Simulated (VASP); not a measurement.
A run of VASP 6.6.1:

INCAR

```
SYSTEM = Ru
PREC     = Accurate       ! precision mode
ENCUT    = 600            ! plane-wave cutoff, eV
EDIFF    = 1E-7           ! SCF threshold, eV
ISMEAR   = 0              ! smearing method
SIGMA    = 0.1            ! smearing width, eV
LREAL    = .False.        ! projectors in reciprocal space
LASPH    = .True.         ! aspherical terms in the spheres
NELM     = 100            ! most SCF steps
ALGO     = Normal         ! electronic algorithm
ISIF     = 3              ! what is computed and relaxed
LWAVE    = .False.        ! write WAVECAR
LCHARG   = .False.        ! write CHGCAR
METAGGA  = R2SCAN         ! meta-GGA
LMIXTAU  = .True.       
IBRION   = 2              ! ionic algorithm
NSW      = 90             ! ionic steps
EDIFFG   = -0.005         ! ionic threshold
```

The input KPOINTS:

```
regular mesh
0
Gamma
  20 20 20
  0 0 0
```

The input POSCAR:

```
Ru
1.0
   -1.5036946000      1.5036946000      1.5036946000
    1.5036946000     -1.5036946000      1.5036946000
    1.5036946000      1.5036946000     -1.5036946000
Ru
1
Direct
    0.0000000000      0.0000000000      0.0000000000
```

Potentials or basis: VASP PAW PBE potentials, release 64 (Ru_pv).

Run with:

```console
$ cat potpaw_PBE.64/Ru_pv/POTCAR > POTCAR
$ mpirun -np 1 vasp_std > vasp.out
```

Hardware: 1 thread of AMD EPYC 9R45 96-Core Processor (Zen 5) (shared host).

How long does it take, and how much memory?

Run time: 6.6 min on 1 thread of AMD EPYC 9R45 96-Core Processor (Zen 5), with other jobs on the host, peak memory 0.16 GiB. Counts: scf iterations 50, k points 256, ion steps 4.
